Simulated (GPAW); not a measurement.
The system is GaN.

```
CELL_PARAMETERS angstrom
0.00000 2.25350 2.25350
2.25350 0.00000 2.25350
2.25350 2.25350 0.00000
ATOMIC_POSITIONS crystal
Ga 0.00000 0.00000 0.00000
N 0.25000 0.25000 0.25000
```

The cell is a database's computed one.

Base run:

* Program: GPAW 26.7.0
* Functional: RPBE
* Potentials or basis: the program's PAW data sets (release 1.2.1) made for this functional
* Cutoff: 800 eV
* Basis: pw
* k mesh: 10 × 10 × 10
* Occupations: fermi-dirac, width 0.05 eV
* Spin: spin-orbit coupling, no magnetisation

Its results: band gap on the k mesh 1.85 eV, direct; pressure 16.8 GPa.

**Question.** The run is repeated on the same cell with these changes: functional from RPBE to PBEsol; potentials or basis from the program's PAW data sets (release 1.2.1) made for this functional to PAW data sets generated in the run's folder for this functional. What comes out?

**Answer.** Band gap on the k mesh 1.78 eV, direct; pressure 6.7 GPa.

Caveats: spin-orbit coupling was added after a scalar SCF, so levels and gaps hold it while energy, forces, pressure and moments don't; this program's spin-orbit splittings come out too wide for heavy elements; so large a pressure means that the cell lies far from this level's equilibrium, or that cutoff or potentials fall short (some runs).

Not every run made on this cell is shown here.
